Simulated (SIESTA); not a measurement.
Input of a SIESTA 5.4.2 run:

File run.py:

```python
from ase.io import read
from ase.calculators.siesta import Siesta
from ase.units import Ry, GPa

atoms = read("Cu.xyz")

fdf = {
    'SCFMustConverge': False,
    'OccupationFunction': 'FD',
    'ElectronicTemperature': '0.05 eV',
    'Slab.DipoleCorrection': 'vacuum',
    'MaxSCFIterations': '120',
    'SCF.Mixer.Method': 'Pulay',
    'SCF.Mixer.Weight': '0.25',
    'SCF.Mixer.History': '8',
    'SCF.DM.Tolerance': '5.0e-05',
    'SCF.H.Tolerance': '1.0e-03 eV',
    'WriteForces': 'true',
    'Charge.Mulliken': 'end',
    'Charge.Hirshfeld': 'end',
    'Charge.Voronoi': 'end',
    'SaveRho': 'true',
    'SaveElectrostaticPotential': 'true',
    'PAO.Basis': ['Cu.1 5', 'n=3 0 2', '  2.369 0.000', 'n=4 0 2', '  7.268 0.000', 'n=3 1 2', '  2.657 0.000', 'n=4 1 1', '  7.268', 'n=3 2 2', '  4.927 0.000'],
}
calc = Siesta(
    label="Cu",
    command="siesta < PREFIX.fdf > PREFIX.out",
    pseudo_path="pseudos",
    pseudo_qualifier="",
    xc=('GGA', 'PBE'),
    basis_set="DZP",
    mesh_cutoff=800 * Ry,
    energy_shift=0.003 * Ry,
    kpts=[12, 12, 1],
    spin="non-polarized",
    fdf_arguments=fdf,
)
atoms.calc = calc

print(f"energy = {atoms.get_potential_energy():.6f} eV")
free = atoms.get_potential_energy(force_consistent=True)
print(f"free energy = {free:.6f} eV")
print("forces (eV/A):")
print(atoms.get_forces(apply_constraint=False).round(6))
print("stress (GPa, Voigt order, tension positive):", (atoms.get_stress() / GPa).round(4))
```

File Cu.xyz:

```xyz
5
Lattice="2.5307640267 0.0000000000 0.0000000000 -1.2653820133 2.1917059381 0.0000000000 0.0000000000 0.0000000000 23.2618150800" Properties=species:S:1:pos:R:3 pbc="T T T"
Cu     0.0000000000      0.0000000000      7.5000000000
Cu     0.0000000000      1.4611372775      9.5654537700
Cu     0.0000000000      0.0000000000     11.6309075400
Cu     1.2653820133      0.7305686607     13.6963613100
Cu     0.0000000000      0.0000000000     15.7618150800
```

Potentials or basis: PseudoDojo 0.4 standard (PBE files), DZP (energy shift 0.003 Ry; two zetas on semicore shells).

Launch:

```sh
$ python run.py
```

Problem. Estimate the band gap on the k mesh.

Solution. None (metal or under the smearing width).

Problem. Estimate the largest force.

Solution. 0.170 eV/Å.

Problem. Predict the work function.

Solution. 4.80 eV.

Stress tensor (GPa, compression positive):
```
1.47 0.00 0.00
0.00 1.47 0.00
0.00 0.00 1.70
```

Caveat: short orbitals over semicore shells can move pressures by several GPa; the basis of atomic orbitals isn't converged, which shifts pressures, moduli and gaps.
